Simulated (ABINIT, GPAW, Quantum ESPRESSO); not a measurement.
The band gap of TiO2, sorted by core time

**What was measured.** The band gap of TiO2 (P4_2/mnm) is reported as 3.05 eV (arxiv:2112.05953). The runs below try to reproduce it.

```
Ti O
1.0
     4.59984    0.00000    0.00000
     0.00000    4.59984    0.00000
     0.00000    0.00000    2.95921
Ti O
2 4
Cartesian
  0.0000 0.0000 1.4796
  2.2999 2.2999 0.0000
  1.3998 1.3998 1.4796
  0.9001 3.6997 0.0000
  3.6997 0.9001 0.0000
  3.2000 3.2000 1.4796
```

```csv
rung,level,program and potentials,cutoff (eV),k mesh,core time,chip,band gap (eV),miss (eV),notes
GGA,AM05,"GPAW, PAW data sets generated for this functional",800,4 × 4 × 6,1.8 min,Intel Xeon 6975P-C Granite Rapids,1.83,-1.22,coarse mesh
LDA,LDA,"Quantum ESPRESSO, GBRV 1.5 LDA",612,6 × 6 × 9,2.2 min,Arm Neoverse V2,1.78,-1.27,-
LDA,LDA,"ABINIT, JTH PAW LDA v2.0",626,6 × 6 × 9,2.8 min,Intel Xeon 6975P-C Granite Rapids,1.77,-1.28,-
GGA + U (8 eV),PBEsol+U (Ti d U = 8 eV),"GPAW, PAW data sets generated for this functional",800,4 × 4 × 7,2.9 min,Arm Neoverse V2,3.19,+0.14,-
GGA + U (1 eV),PBEsol+U (Ti d U = 1 eV),"GPAW, PAW data sets generated for this functional",800,4 × 4 × 7,2.9 min,Arm Neoverse V2,1.98,-1.07,-
GGA,PBEsol,"ABINIT, JTH PAW PBE v2.0",626,6 × 6 × 9,3.4 min,Intel Xeon 6975P-C Granite Rapids,1.82,-1.23,potentials made for PBE
GGA,PBE,"ABINIT, JTH PAW PBE v2.0",626,6 × 6 × 9,5.1 min,Arm Neoverse V1,1.86,-1.19,-
```

Times are single runs on shared hosts and different chips, so they are rough; meshes, cutoffs and the tasks' sizes weigh on the time. Task: band structure. All rows: no spin polarisation. Gaps are the least found on the k mesh or the band path, and a mesh can miss the band edges. Meshes differ between rows, which moves values too. All levels ran on this one cell, unrelaxed unless noted. Meshes are those of the run's cell of 6 atoms unless a note names another. Misses use the values as printed. Runs on faulty files, with rough fits or with known faults for this quantity aren't shown. No row holds spin-orbit coupling.

By rung: LDA 1.77 to 1.78; GGA + U (8 eV) 3.19; GGA + U (1 eV) 1.98; GGA 1.82 to 1.86; GGA on coarse meshes 1.83 (eV). Measured: 3.05 eV (arxiv:2112.05953). Closest, coarse meshes and atomic bases left aside, is PBEsol+U with GPAW, PAW data sets generated for this functional, with the U typed (+0.14 eV), and PBE misses by -1.19 eV on plain settings. LDA and GGA gaps fall short mostly because these functionals lack the derivative discontinuity; the runs are for a static lattice, while measurements hold temperature and zero-point motion.
